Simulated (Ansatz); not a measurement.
# Sb monolayer: relaxing the cell for a phonon run

Aim: bring Sb monolayer to small forces and stress, as phonons need.

Method: DFT PBE, scalar-relativistic, plane waves, PAW, in Ansatz 0.2.0.

Report form: the programs' logs are mostly left out.

## 1. The structure

The cell holds 2 atoms: 2 Sb. Cell: a = 4.120 Å, b = 4.120 Å, c = 20.000 Å, α = 90.0°, β = 90.0°, γ = 120.0°. Vacuum lies along c.

## 2. A coarse first look

A quick single point on a coarse mesh tells whether the cell has a gap and how far it is from rest, which sets the k mesh and smearing that follow.

The program solves this slab on a cell height of its own, 27.1 Å, in place of the one typed.

The input, input.yaml:

```yaml
crystal:
  lattice:
    - [4.12, 0.0, 0.0]
    - [-2.06, 3.56802, 0.0]
    - [0.0, 0.0, 20.0]
  atoms:
    - { symbol: Sb, position: [0.333333, 0.666667, 0.541] }
    - { symbol: Sb, position: [0.666667, 0.333333, 0.459] }
  periodic: [true, true, false]
kpoints:
  mp_grid: { grid: [6, 6, 1] }
hamiltonian:
  xc: pbe
scf:
  occupations: { method: gaussian, width: 0.1 }
output:
  forces: true
  stress: true
  eigenvalues: true
```

Run with:

```console
> ansatz run input.yaml --threads 8 --pin off --max-ram 14336MiB --backend cpu --events-out ev --progress --plain --runs-dir out
```

Wall time 0.71 s (8 threads of Arm Neoverse V1, shared host); peak memory 0.58 GiB.

This step gave:

```yaml
gap_on_the_k_mesh: 1.287 eV
direct_gap_on_mesh: 1.582 eV
area_per_atom: 7.35 Å²
```

The coarse mesh shows a gap of 1.29 eV.

## 3. Bringing the structure to rest

Harmonic phonons are second derivatives at a point where the forces vanish, and they are wanted at zero stress, so atoms and cell are relaxed first.

The program solves this slab on a cell height of its own, 27.1 Å, in place of the one typed.

input.yaml, the sections that differ from step 2:

```yaml
kpoints:
  mp_grid: { grid: [9, 9, 1] }
scf:
  occupations: { method: gaussian, width: 0.02 }
output:
  forces: true
  stress: true
  eigenvalues: true
  write_density: true
  write_potential: true
  elf: true
  volumetric_format: npy
relax:
  adjacent_minimum: "off"
  f_tol: 0.005
  max_steps: 80
  cell: { stress_2d_tol: 0.02 }
# crystal, hamiltonian: as in step 2
```

Run time: 4.7 s. Hardware: 8 threads; peak memory 0.73 GiB.

Relaxation path:

| step | energy less that of the first step (eV) | largest force component (eV/Å) | volume (Å³) |
| --- | --- | --- | --- |
| 1 | 0.0000 | 0.0474 | 398.08 |
| 2 | 0.0005 | 0.1066 | 398.77 |
| 3 | -0.0001 | 0.0008 | 398.45 |
| 4* | -0.0001 | 0.0008 | 398.45 |

Relaxation steps marked * repeat the geometry before them on a plane-wave basis chosen anew for their cell, so energy and pressure can jump there. Relaxation step 2 was tried and not accepted.

Forces are held to the 12 operations that the run works with; a distortion that breaks them can't arise in this run.

| cell as run | before | after | change |
| --- | --- | --- | --- |
| a (Å) | 4.120 | 4.122 | +0.0 % |
| b (Å) | 4.120 | 4.122 | +0.0 % |

Final coordinates:

```xyz
2
Lattice="4.1219 0.0000 0.0000 -2.0610 3.5697 0.0000 0.0000 0.0000 27.0800" Properties=species:S:1:pos:R:3
Sb    0.0000    2.3798   10.8169
Sb    2.0610    1.1899    9.1831
```

Numbers from this step:

```yaml
gap_on_the_k_mesh: 1.310 eV
direct_gap_on_mesh: 1.586 eV
area_per_atom: 7.357 Å²
```

ELF in the ac plane at fractional y = 0.333, with atoms of Sb within 0.2 Å of it. It is the smooth field of the valence electrons, not physical close to the nuclei.

Values, 24 rows by 14 columns, each cell a mean:
```
0.00 0.00 0.00 0.00 0.00 0.00 0.00 0.00 0.00 0.00 0.00 0.00 0.00 0.00
0.00 0.00 0.00 0.00 0.00 0.00 0.00 0.00 0.00 0.00 0.00 0.00 0.00 0.00
0.00 0.00 0.00 0.00 0.00 0.00 0.00 0.00 0.00 0.00 0.00 0.00 0.00 0.00
0.00 0.00 0.00 0.00 0.00 0.00 0.00 0.00 0.00 0.00 0.00 0.00 0.00 0.00
0.00 0.00 0.00 0.00 0.00 0.00 0.00 0.00 0.00 0.00 0.00 0.00 0.00 0.00
0.00 0.00 0.00 0.00 0.00 0.00 0.00 0.00 0.00 0.00 0.00 0.00 0.00 0.00
0.00 0.00 0.00 0.00 0.00 0.00 0.00 0.00 0.00 0.00 0.00 0.00 0.00 0.00
0.00 0.00 0.00 0.00 0.00 0.00 0.00 0.00 0.00 0.00 0.00 0.00 0.00 0.00
0.00 0.00 0.00 0.00 0.00 0.00 0.00 0.00 0.00 0.00 0.00 0.00 0.00 0.00
0.00 0.00 0.00 0.00 0.00 0.00 0.00 0.00 0.00 0.00 0.00 0.00 0.00 0.00
0.00 0.00 0.00 0.00 0.00 0.00 0.00 0.00 0.00 0.00 0.00 0.00 0.00 0.00
0.01 0.02 0.03 0.03 0.02 0.01 0.00 0.00 0.00 0.00 0.00 0.00 0.00 0.01
0.20 0.29 0.34 0.32 0.22 0.13 0.04 0.02 0.01 0.00 0.00 0.01 0.03 0.09
0.53 0.61 0.64 0.63 0.56 0.42 0.21 0.10 0.05 0.04 0.05 0.07 0.18 0.33
0.51 0.46 0.43 0.44 0.50 0.52 0.46 0.37 0.29 0.27 0.28 0.33 0.44 0.51
0.50 0.37 0.28 0.32 0.47 0.51 0.38 0.25 0.10 0.07 0.09 0.18 0.36 0.47
0.44 0.18 0.06 0.10 0.37 0.59 0.61 0.54 0.42 0.38 0.41 0.49 0.60 0.62
0.17 0.04 0.01 0.02 0.12 0.33 0.58 0.70 0.76 0.78 0.77 0.73 0.62 0.44
0.01 0.00 0.00 0.00 0.01 0.03 0.09 0.15 0.21 0.23 0.22 0.18 0.10 0.05
0.00 0.00 0.00 0.00 0.00 0.00 0.00 0.01 0.01 0.01 0.01 0.01 0.00 0.00
0.00 0.00 0.00 0.00 0.00 0.00 0.00 0.00 0.00 0.00 0.00 0.00 0.00 0.00
0.00 0.00 0.00 0.00 0.00 0.00 0.00 0.00 0.00 0.00 0.00 0.00 0.00 0.00
0.00 0.00 0.00 0.00 0.00 0.00 0.00 0.00 0.00 0.00 0.00 0.00 0.00 0.00
0.00 0.00 0.00 0.00 0.00 0.00 0.00 0.00 0.00 0.00 0.00 0.00 0.00 0.00
```
Columns run along a (4.1 Å), rows up along c (27.1 Å). Atoms in or near the plane, at fractional coordinates: Sb at (0.67, 0.34).

Valence density in the ac plane at fractional y = 0.333, with atoms of Sb within 0.2 Å of it. It is the smooth field of the valence electrons, not physical close to the nuclei.

Ten steps, logarithmic in the rise over the least value, from '_' (0 e/Å³) to '@' (11 e/Å³), each cell a mean:
```
____________________________
____________________________
____________________________
____________________________
____________________________
____________________________
____________________________
____________________________
____________________________
____________________________
____________________________
____________________________
____________________________
............________________
::::::::::::::::::::::::::::
::........::--++%%@@@@##==--
..______....::==**##**++--::
____________________________
____________________________
____________________________
____________________________
____________________________
____________________________
____________________________
```
Columns run along a (4.1 Å), rows up along c (27.1 Å). Atoms in or near the plane, at fractional coordinates: Sb at (0.67, 0.34).

Electrostatic potential energy in the ac plane at fractional y = 0.333, with atoms of Sb within 0.2 Å of it. With pseudopotentials it is smooth inside the atoms' cores, unlike the true potential.

Ten even steps from '_' (-18 eV) to '@' (0 eV), each cell a mean:
```
@@@@@@@@@@@@@@@@@@@@@@@@@@@@
@@@@@@@@@@@@@@@@@@@@@@@@@@@@
@@@@@@@@@@@@@@@@@@@@@@@@@@@@
@@@@@@@@@@@@@@@@@@@@@@@@@@@@
@@@@@@@@@@@@@@@@@@@@@@@@@@@@
@@@@@@@@@@@@@@@@@@@@@@@@@@@@
@@@@@@@@@@@@@@@@@@@@@@@@@@@@
@@@@@@@@@@@@@@@@@@@@@@@@@@@@
@@@@@@@@@@@@@@@@@@@@@@@@@@@@
@@@@@@@@@@@@@@@@@@@@@@@@@@@@
@@@@@@@@@@@@@@@@@@@@@@@@@@@@
@@@@@@@@@@@@@@@@@@@@@@@@@@@@
@@@@@@@@@@@@@@@@@@@@@@@@@@@@
%%%%####%%%%@@@@@@@@@@@@@@@@
**++++++**######**++****####
##%%%%%%##++..____________--
%%@@@@@@%%##==::......::==**
@@@@@@@@@@@@@@@@@@@@@@@@@@@@
@@@@@@@@@@@@@@@@@@@@@@@@@@@@
@@@@@@@@@@@@@@@@@@@@@@@@@@@@
@@@@@@@@@@@@@@@@@@@@@@@@@@@@
@@@@@@@@@@@@@@@@@@@@@@@@@@@@
@@@@@@@@@@@@@@@@@@@@@@@@@@@@
@@@@@@@@@@@@@@@@@@@@@@@@@@@@
```
Columns run along a (4.1 Å; values clipped at the 3rd and 97th percentile), rows up along c (27.1 Å). Atoms in or near the plane, at fractional coordinates: Sb at (0.67, 0.34).

## 4. Relaxing to small forces for the phonons

Phonons need a cell at rest on their own settings, so the relaxation is repeated with tight tolerances on forces and stress on the k mesh and occupations of the first response run.

input.yaml, the sections that differ from step 3:

```yaml
crystal:
  lattice:
    - [4.1219117721, 0.0, 0.0]
    - [-2.0609558861, 3.5696803068, 0.0]
    - [0.0, 0.0, 27.08]
  atoms:
    - { symbol: Sb, position: [0.3333333333, 0.6666666667, 0.3994431076] }
    - { symbol: Sb, position: [0.6666666667, 0.3333333333, 0.3391093296] }
  periodic: [true, true, false]
scf:
  occupations: { method: fixed }
relax:
  adjacent_minimum: "off"
  f_tol: 0.001
  max_steps: 60
  cell: { stress_2d_tol: 0.002 }
# kpoints, hamiltonian, output: as in step 3
```

The job ended after 5.4 s (8 threads; peak memory 0.78 GiB; 37 s of CPU time).

Little changed from the start: no atom moved by 0.005 Å and no cell edge by 0.1 %.

Numbers from this step:

| Item | Value |
| --- | --- |
| gap on the k-mesh | 1.312 eV |
| direct gap on mesh | 1.584 eV |
| area per atom | 7.361 Å² |

Electrostatic potential energy in the ac plane at fractional y = 0.333, with atoms of Sb within 0.2 Å of it. With pseudopotentials it is smooth inside the atoms' cores, unlike the true potential.

Ten even steps from '0' (-18 eV) to '9' (0 eV), each cell a mean:
```
99999999999999
99999999999999
99999999999999
99999999999999
99999999999999
99999999999999
99999999999999
99999999999999
99999999999999
99999999999999
99999999999999
99999999999999
99999999999999
88778899999999
65556777656677
78887510000003
89998742111246
99999999999999
99999999999999
99999999999999
99999999999999
99999999999999
99999999999999
99999999999999
```
Columns run along a (4.1 Å; values clipped at the 3rd and 97th percentile), rows up along c (27.1 Å). Atoms in or near the plane, at fractional coordinates: Sb at (0.67, 0.34).

Valence density in the ac plane at fractional y = 0.333, with atoms of Sb within 0.2 Å of it. It is the smooth field of the valence electrons, not physical close to the nuclei.

Values in e/Å³, 24 rows by 14 columns, each cell a mean:
```
 0  0  0  0  0  0  0  0  0  0  0  0  0  0
 0  0  0  0  0  0  0  0  0  0  0  0  0  0
 0  0  0  0  0  0  0  0  0  0  0  0  0  0
 0  0  0  0  0  0  0  0  0  0  0  0  0  0
 0  0  0  0  0  0  0  0  0  0  0  0  0  0
 0  0  0  0  0  0  0  0  0  0  0  0  0  0
 0  0  0  0  0  0  0  0  0  0  0  0  0  0
 0  0  0  0  0  0  0  0  0  0  0  0  0  0
 0  0  0  0  0  0  0  0  0  0  0  0  0  0
 0  0  0  0  0  0  0  0  0  0  0  0  0  0
 0  0  0  0  0  0  0  0  0  0  0  0  0  0
 0  0  0  0  0  0  0  0  0  0  0  0  0  0
 0  0  0  0  0  0  0  0  0  0  0  0  0  0
 0  0  0  0  0  0  0  0  0  0  0  0  0  0
 0  0  0  0  0  0  0  0  0  0  0  0  0  0
 0  0  0  0  0  0  1  2  7 11  8  3  1  0
 0  0  0  0  0  0  0  1  2  3  2  1  0  0
 0  0  0  0  0  0  0  0  0  0  0  0  0  0
 0  0  0  0  0  0  0  0  0  0  0  0  0  0
 0  0  0  0  0  0  0  0  0  0  0  0  0  0
 0  0  0  0  0  0  0  0  0  0  0  0  0  0
 0  0  0  0  0  0  0  0  0  0  0  0  0  0
 0  0  0  0  0  0  0  0  0  0  0  0  0  0
 0  0  0  0  0  0  0  0  0  0  0  0  0  0
```
Columns run along a (4.1 Å), rows up along c (27.1 Å). Atoms in or near the plane, at fractional coordinates: Sb at (0.67, 0.34).

ELF in the ac plane at fractional y = 0.333, with atoms of Sb within 0.2 Å of it. It is the smooth field of the valence electrons, not physical close to the nuclei.

Ten even steps from '0' (0.00) to '9' (0.78), each cell a mean:
```
00000000000000
00000000000000
00000000000000
00000000000000
00000000000000
00000000000000
00000000000000
00000000000000
00000000000000
00000000000000
00000000000000
00000000000000
23442100000001
67887521000024
65556654333456
64346643101245
52014776545678
20001478999975
00000011232210
00000000000000
00000000000000
00000000000000
00000000000000
00000000000000
```
Columns run along a (4.1 Å), rows up along c (27.1 Å). Atoms in or near the plane, at fractional coordinates: Sb at (0.67, 0.34).

The largest force component left is 0.85 meV/Å, within the tolerances set.

## 5. Results

* space group after relaxation (within 0.01 Å): P-3m1
* lattice constant a: 4.123 Å
* lattice constant b: 4.123 Å
* area per atom: 7.36 Å²
* gap on the k-mesh: 1.31 eV

The largest force component left is 0.85 meV/Å, within the tolerances set. The relaxation keeps the symmetry of its start, so it says nothing on stability against lower symmetry. Spin-orbit coupling is left out, which can matter for the heavy elements here. The starting cell was built on a prototype and not taken from a measurement.

[Logs are printed without paths, hosts, clocks, repeated set-up lines and the standing remarks that a program may print on its own settings, such as how far it seeks lower states.]

[Hosts, paths, dates, database ids (printed as entryN), source tags and the programs' standing remarks are cut or masked in the printed files.]
